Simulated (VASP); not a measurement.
# C (Fd-3m) in VASP: notebook, part 2 of 2

VASP 6.6.1. The steps go on from the part before.

### Step 3. Relaxation of cell and atoms, r2SCAN

This run uses another cell than the first one, of 5.65 Å³/atom, 0.997 times its volume.

Contents of INCAR:

```
ALGO = Normal
EDIFF = 1E-7
EDIFFG = -0.002
ENCUT = 520
IBRION = 2
ISIF = 3
ISMEAR = 0
LASPH = True
LCHARG = False
LMIXTAU = True
LREAL = False
LWAVE = False
METAGGA = R2SCAN
NELM = 60
NSW = 80
PREC = Accurate
SIGMA = 0.02
```

Contents of KPOINTS:

```
k-points
0
Gamma
  14 14 14
```

Contents of POSCAR:

```
C                                       
1.0
   -0.0000000000      1.7815734958      1.7815734958
    1.7815734958      0.0000000000      1.7815734958
    1.7815734958      1.7815734958      0.0000000000
  C             
     2
Direct
     0.0000000000000000    0.0000000000000000    0.0000000000000000
     0.2500000000000000    0.2500000000000000    0.2500000000000000
```

Potentials or basis: VASP PAW PBE potentials, release 64 (C).

The run is started by

```bash
$ cat potpaw_PBE.64/C/POTCAR > POTCAR
$ mpirun -np 1 vasp_std > vasp.out
```

OUTCAR:

```text
EDIFF = 1E-7
   EDIFFG = -0.002
   ENCUT = 520
   IBRION = 2
   ISIF = 3
   ISMEAR = 0
   LASPH = True
   LREAL = False
   METAGGA = R2SCAN
   NELM = 60
   NSW = 80
   PREC = Accurate

 ion  position               nearest neighbor table
   1  0.000  0.000  0.000-   2 1.54   2 1.54   2 1.54   2 1.54
   2  0.250  0.250  0.250-   1 1.54   1 1.54   1 1.54   1 1.54

  LATTYP: Found a face centered cubic cell.
 ALAT       =     3.5631469916

  Lattice vectors:

 A1 = (   0.0000000000,   1.7815734958,   1.7815734958)
 A2 = (   1.7815734958,   0.0000000000,   1.7815734958)
 A3 = (   1.7815734958,   1.7815734958,   0.0000000000)

Analysis of symmetry for initial positions (statically):
=====================================================================
 Subroutine PRICEL returns:
 Original cell was already a primitive cell.

 Routine SETGRP: Setting up the symmetry group for a
 face centered cubic supercell.

 Subroutine GETGRP returns: Found 48 space group operations
 (whereof 24 operations were pure point group operations)
 out of a pool of 48 trial point group operations.

The static configuration has the point symmetry T_d .
 The point group associated with its full space group is O_h .

Analysis of symmetry for dynamics (positions and initial velocities):
=====================================================================
 Subroutine PRICEL returns:
 Original cell was already a primitive cell.

 Routine SETGRP: Setting up the symmetry group for a
 face centered cubic supercell.

 Subroutine GETGRP returns: Found 48 space group operations
 (whereof 24 operations were pure point group operations)
 out of a pool of 48 trial point group operations.

The dynamic configuration has the point symmetry T_d .
 The point group associated with its full space group is O_h .

 Subroutine INISYM returns: Found 48 space group operations
 (whereof 24 operations are pure point group operations),
 and found     1 'primitive' translations

----------------------------------------------------------------------------------------
[... 120 lines left out ...]
   AEXX    =    0.0000 exact exchange contribution
   IVDW    =     0    specifies the selected vdW correction
   LEPSILON=     F    determine dielectric tensor
   LRPA    =     F    only Hartree local field effects (RPA)
 conjugate gradient relaxation of ions
 non-spin polarized calculation
 Gauss-broadening in eV      SIGMA  =   0.02
  energy-cutoff  :      520.00
  volume of cell :       11.31
 maximum number of plane-waves:       316
   NGX =  9   NGY =  9   NGZ =  9

 number of electron       7.9999999 magnetization

 Free energy of the ion-electron system (eV)
  ---------------------------------------------------
  ext. energy  EPLUGINS =         0.00000000
  ---------------------------------------------------
  free energy    TOTEN  =       -19.65737570 eV

  energy without entropy =      -19.65737570  energy(sigma->0) =      -19.65737570

 E-fermi :   9.8934     XC(G=0): -14.2746

 val. band max:        9.7568791612   @ k =   0.0000   0.0000   0.0000
 cond. band min:      14.0841226664   @ k =   0.3571   0.3571   0.0000
 fundamental gap:      4.3272435052
 Fermi energy:         9.8934305763

 k-point     1 :       0.0000    0.0000    0.0000
  band No.  band energies     occupation
      1     -12.9805      2.00000
      2       9.7569      2.00000
      3       9.7569      2.00000
      4       9.7569      2.00000
      5      15.6007      0.00000
      6      15.6007      0.00000
      7      15.6007      0.00000
      8      23.6475      0.00000
[... 243 lines left out ...]
 k-point    24 :       0.2857    0.1429    0.0000
  band No.  band energies     occupation
      1     -10.8333      2.00000
      2       3.3334      2.00000
      3       6.2263      2.00000
      4       6.9685      2.00000
      5      15.9597      0.00000
      6      20.2573      0.00000
      7      20.4044      0.00000
      8      22.7942      0.00000

 [... further k-points ...]

------------------------ aborting loop because EDIFF is reached ----------------------------------------

  FORCE on cell =-STRESS in cart. coord.  units (eV):
  Direction    XX          YY          ZZ          XY          YZ          ZX
  --------------------------------------------------------------------------------------
  -------------------------------------------------------------------------------------
  Total        0.0017516      0.0017516      0.0017516      0.0000000      0.0000000      0.0000000
  in kB        0.2481421      0.2481421      0.2481421      0.0000000      0.0000000      0.0000000
  external PRESSURE =       0.2481421 kB  Pullay stress =       0.0000000 kB

 VOLUME and BASIS-vectors are now :
 -----------------------------------------------------------------------------
  energy-cutoff  :      520.00
  volume of cell :       11.31
      direct lattice vectors                 reciprocal lattice vectors
     0.000000000  1.781573496  1.781573496    -0.280650785  0.280650785  0.280650785
     1.781573496  0.000000000  1.781573496     0.280650785 -0.280650785  0.280650785
     1.781573496  1.781573496  0.000000000     0.280650785  0.280650785 -0.280650785

 POSITION                                       TOTAL-FORCE (eV/Angst)
 -----------------------------------------------------------------------------------
      0.00000      0.00000      0.00000        -0.000000     -0.000000     -0.000000
      0.89079      0.89079      0.89079         0.000000      0.000000      0.000000
 -----------------------------------------------------------------------------------
    total drift:                                0.000000      0.000000      0.000000

  FREE ENERGIE OF THE ION-ELECTRON SYSTEM (eV)
  ---------------------------------------------------
  free  energy   TOTEN  =       -19.6573757016 eV

  energy  without entropy=      -19.6573757016  energy(sigma->0) =      -19.65737570

 reached required accuracy - stopping structural energy minimisation
```

OSZICAR:

```text
N       E                     dE             d eps       ncg     rms          rms(c)
DAV:   1    -0.186183263837E+01   -0.18618E+01   -0.52694E+03  1728   0.102E+03
DAV:   2    -0.218277177674E+02   -0.19966E+02   -0.19022E+02  2608   0.115E+02
DAV:   3    -0.219489704401E+02   -0.12125E+00   -0.12125E+00  1824   0.120E+01
DAV:   4    -0.219491408354E+02   -0.17040E-03   -0.17040E-03  2384   0.471E-01
DAV:   5    -0.219491408871E+02   -0.51658E-07   -0.51654E-07  1816   0.560E-03    0.515E+00
DAV:   6    -0.194523925775E+02    0.24967E+01   -0.33444E-01  2056   0.634E+00    0.425E+00
DAV:   7    -0.223362812216E+02   -0.28839E+01   -0.13762E+00  1968   0.889E+00    0.101E+00
DAV:   8    -0.194864982906E+02    0.28498E+01   -0.41424E-01  1848   0.569E+00    0.110E+00
DAV:   9    -0.196449490948E+02   -0.15845E+00   -0.26392E-02  1896   0.213E+00    0.176E-01
DAV:  10    -0.196555567440E+02   -0.10608E-01   -0.74638E-03  2152   0.995E-01    0.168E-01
DAV:  11    -0.196549166645E+02    0.64008E-03   -0.11875E-04  1688   0.123E-01    0.141E-01
DAV:  12    -0.196573373633E+02   -0.24207E-02   -0.54431E-04  1664   0.302E-01    0.223E-02
DAV:  13    -0.196573741432E+02   -0.36780E-04   -0.11444E-05  2360   0.465E-02    0.163E-02
DAV:  14    -0.196573759315E+02   -0.17884E-05   -0.10648E-06  1680   0.121E-02    0.232E-02
DAV:  15    -0.196573753455E+02    0.58604E-06   -0.11132E-06  2040   0.119E-02    0.323E-03
DAV:  16    -0.196573755643E+02   -0.21877E-06   -0.76030E-08  1144   0.311E-03    0.315E-04
DAV:  17    -0.196573756853E+02   -0.12108E-06   -0.66234E-09   832   0.115E-03    0.256E-04
DAV:  18    -0.196573757016E+02   -0.16305E-07   -0.42550E-09   832   0.793E-04
   1 F= -.19657376E+02 E0= -.19657376E+02  d E =-.196574E+02
```

Run time: 23 s. Hardware: 1 thread of Intel Xeon 6975P-C (Granite Rapids), shared host; peak memory 0.12 GiB.

What came out:

- Free energy: -19.6574 eV
- Pressure after relaxing: 0.0 GPa
- Band gap on the k mesh: 4.33 eV, indirect (least direct gap 5.84 eV)

Final structure:
```yaml
crystal:
  lattice:
    - [0.00000, 1.78157, 1.78157]
    - [1.78157, 0.00000, 1.78157]
    - [1.78157, 1.78157, 0.00000]
  atoms:
    - { symbol: C, position: [0.00000, 0.00000, 0.00000] }
    - { symbol: C, position: [0.25000, 0.25000, 0.25000] }
```

Caveat: the relaxation stopped at its first step, so nothing moved; the PAW data sets were made with another functional, which shifts forces and pressure a little.

### Step 4. Single point, r2SCAN

This run uses another cell than the first one, of 5.65 Å³/atom, 0.997 times its volume.

Contents of INCAR:

```
ALGO = Normal
EDIFF = 1E-7
ENCUT = 520
ISIF = 2
ISMEAR = 0
LASPH = True
LCHARG = False
LMIXTAU = True
LREAL = False
LWAVE = False
METAGGA = R2SCAN
NBANDS = 11
NELM = 60
PREC = Accurate
SIGMA = 0.02
```

KPOINTS is that of step 3.

Changes to POSCAR since step 3:

```diff
@@ -2,3 +2,3 @@
 1.0
-   -0.0000000000      1.7815734958      1.7815734958
+    0.0000000000      1.7815734958      1.7815734958
     1.7815734958      0.0000000000      1.7815734958
```

The run is started by

```bash
$ cat potpaw_PBE.64/C/POTCAR > POTCAR
$ mpirun -np 1 vasp_std > vasp.out
```

Run time: 29 s. Hardware: 1 thread of Intel Xeon 6975P-C (Granite Rapids), shared host; peak memory 0.12 GiB.

It converged, with:

```yaml
Free_energy: -19.6574 eV
Pressure: 0.0 GPa
Band_gap_on_the_k_mesh: 4.33 eV, indirect (least direct gap 5.84 eV)
```

Levels at points of the mesh, in eV from the valence-band top:
| k point | band 1 | band 2 | band 3 | band 4 | band 5 | band 6 | band 7 | band 8 |
| --- | --- | --- | --- | --- | --- | --- | --- | --- |
| (0.00, 0.00, 0.00) | -22.74 | 0.00 | 0.00 | 0.00 | 5.84 | 5.84 | 5.84 | 13.89 |
| (0.50, 0.00, 0.00) | -16.77 | -14.08 | -2.99 | -2.99 | 8.89 | 8.89 | 9.17 | 16.73 |
| (0.50, 0.50, 0.00) | -13.61 | -13.61 | -6.68 | -6.68 | 5.01 | 5.01 | 17.92 | 17.92 |

Caveat: the PAW data sets were made with another functional, which shifts forces and pressure a little.
